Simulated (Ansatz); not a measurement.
# KBr: from a first guess to the relaxed zincblende type

First guess:

```xyz
2
Lattice="0.0000 3.2195 3.2195 3.2195 0.0000 3.2195 3.2195 3.2195 0.0000" Properties=species:S:1:pos:R:3 pbc="T T T"
K     0.0000    0.0000    0.0000
Br    1.6098    1.6098    1.6098
```

These are results of DFT, PBE, PAW with Ansatz's default frozen-core files, scalar-relativistic (Ansatz 0.2.0), not measurements.

Cell and atoms relax within the symmetry of the start on a 11×11×11 k mesh with 0.08 eV Fermi–Dirac smearing.

The start is built from a prototype, known or not as a phase of this compound; the cutoff is 420 eV.

Question: What is the pressure of the first guess?

Answer: 10.80 GPa.

Question: What does it relax to?

Answer: a = 7.429 Å, b = 7.429 Å, c = 7.429 Å, α = 90.00°, β = 90.00°, γ = 90.00° (conventional cell), 51.26 Å³ per atom:
Space group F-43m (No. 216). a = 7.429 Å, b = 7.429 Å, c = 7.429 Å, α = 90.00°, β = 90.00°, γ = 90.00°
```csv
atom,site,symmetry,x,y,z
K,4a,-43m,0.0000,0.0000,0.0000
Br,4d,-43m,0.2500,0.2500,0.7500
```

Question: How much energy does the relaxation release?

Answer: 409 meV/atom.
